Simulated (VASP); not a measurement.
**Sb: equation of state with r2SCAN**

Crystal: Sb.

```
Sb
1.0
     0.00000    2.39362    2.39362
     2.39362    0.00000    2.39362
     2.39362    2.39362    0.00000
Sb
1
Direct
  0.00000 0.00000 0.00000
```

This isn't the form of Sb at room conditions, which is rhombohedral.

| Item | Value |
| --- | --- |
| Program | VASP 6.6.1 |
| Task | equation of state |
| Functional | r2SCAN |
| Potentials or basis | VASP PAW PBE potentials, release 64 (Sb) |
| Cutoff | 520 eV |
| k mesh | 8 × 8 × 8 |
| Occupations | fermi-dirac, width 0.05 eV |
| Spin | no spin polarisation |

| Quantity | Value |
| --- | --- |
| Equilibrium volume | 27.42 Å³/atom |
| Bulk modulus | 65 GPa |
| Pressure derivative of the bulk modulus | 4.3 (rough: it moves with the points fitted) |

Energy against volume, from the lowest point:
| volume (Å³/atom) | energy (meV/atom) |
| --- | --- |
| 26.331 | 9.41 |
| 26.880 | 2.25 |
| 27.428 | 0.00 |
| 27.977 | 2.18 |
| 28.525 | 8.34 |

All runs of the series together: 120 s on 1 thread of Intel(R) Xeon(R) Platinum 8375C CPU @ 2.90GHz (Ice Lake), with other jobs on the host.

Caveat: the PAW data sets were made with another functional, which shifts forces and pressure a little. The run has no spin-orbit coupling, so splittings on Sb are missing.
